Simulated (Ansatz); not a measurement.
All numbers below come from Ansatz 0.2.0, DFT PBE, scalar-relativistic, plane waves, PAW. Settings: cutoff 420 eV, Γ-centred meshes spaced at most about 0.3 Å⁻¹, and about 0.25 Å⁻¹ or finer for metals (2π included), Gaussian smearing. Collinear spin in cells that started with moments and kept them past the coarse steps, no spin elsewhere.

These are static total energies at zero pressure.

Two forms of CuO were relaxed alike.

A. (no spin)

```xyz
2
Lattice="0.0000 2.1221 2.1221 2.1221 0.0000 2.1221 2.1221 2.1221 0.0000" Properties=species:S:1:pos:R:3 pbc="T T T"
Cu    2.1221    2.1221    2.1221
O     0.0000    0.0000    0.0000
```

B. (site moments Cu 0.5; O 0.6 μB)

```xyz
2
Lattice="2.6459 0.0000 0.0000 0.0000 2.6459 0.0000 0.0000 0.0000 2.6459" Properties=species:S:1:pos:R:3 pbc="T T T"
Cu    0.0000    0.0000    0.0000
O     1.3230    1.3230    1.3230
```

Question: Which form is favoured at zero pressure, and by what margin per atom?

Answer: A is lower, by 0.44 eV/atom. A has the rock salt type, space group Fm-3m (No. 225), 9.6 Å³/atom and no gap on its mesh; B has the caesium chloride type, space group Pm-3m (No. 221), 9.3 Å³/atom and no gap. Counting O atoms around Cu (those within 1.25 times the shortest such distance or 1.15 times the sum of covalent radii, 1.27 where that leaves under three), A has Cu 6 and B has Cu 8. Their magnetic states differ too. The lower one is the more open, so pressure narrows the difference. Both come from invented guesses. The part of the Crystallography Open Database at hand lists CuO in space groups No. 9, 15; no cell shown has one of them.

In such compounds of Cu a zero gap at this level may well be an artefact, since no Hubbard U is applied. In Fm-3m an odd number of electrons in the primitive cell allows no gap without spin; a larger cell or a magnetic state could open one. Another magnetic order may lie lower. Cells relaxed within their symmetry can be saddle points.
